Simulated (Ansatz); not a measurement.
A run of Ansatz 0.2.0 is set up as follows.

File input.yaml:

```yaml
crystal:
  lattice:
    - [0.0, 3.15085, 3.15085]
    - [3.15085, 0.0, 3.15085]
    - [3.15085, 3.15085, 0.0]
  atoms:
    - { symbol: Te, position: [0.5, 0.5, 0.5] }
    - { symbol: Sn, position: [0.0, 0.0, 0.0] }
hamiltonian:
  xc: { exchange: pbe, correlation: none }
  pseudopotentials: { kind: paw }
kpoints:
  mp_grid: { grid: [7, 7, 7] }
scf:
  occupations: { method: fermi_dirac, width: 0.05 }
output:
  forces: true
  stress: true
  write_density: true
  write_potential: true
  elf: true
  volumetric_format: npy
relax:
  f_tol: 0.01
  max_steps: 40
  cell: { stress_tol: 0.05 }
```

Potentials or basis: Ansatz PAW.

Command:

```sh
$ ansatz run input.yaml --threads 2 --pin off --max-ram 5120MiB --backend cpu --events-out ev --progress --plain --runs-dir out
```

What does it give for the relaxed volume?

40.80 Å³/atom.

What does it give for the space group after relaxing (to 0.05 Å)?

Fm-3m (No. 225).

Predict the relaxed cell.

a = 4.869 Å, b = 4.869 Å, c = 4.869 Å, α = 60.00°, β = 60.00°, γ = 60.00°.

Step by step:
| step | energy change (eV) | largest force (eV/Å) | volume (Å³) |
| --- | --- | --- | --- |
| 1 | 0.0000 | 0.0000 | 62.56 |
| 2 | -0.4259 | 0.0000 | 72.17 |
| 3 | -0.5174 | 0.0000 | 78.44 |
| 4 | -0.5270 | 0.0000 | 81.10 |
| 5 | -0.5271 | 0.0000 | 81.60 |
| 6 | -0.5301 | 0.0000 | 81.60 |

Caveat: the volume moved by over 15 % at a fixed basis, so the end points are rough; the plane-wave basis is chosen anew once the cell has moved, so the energies of steps on either side of that aren't comparable; the volume moved by +30 % from the deposited cell, more than functionals usually miss; the PAW data sets come from PBE, with cores solved anew for the run's functional, which leaves a small shift of forces and pressure. Zero-point motion and thermal expansion aren't in these numbers.
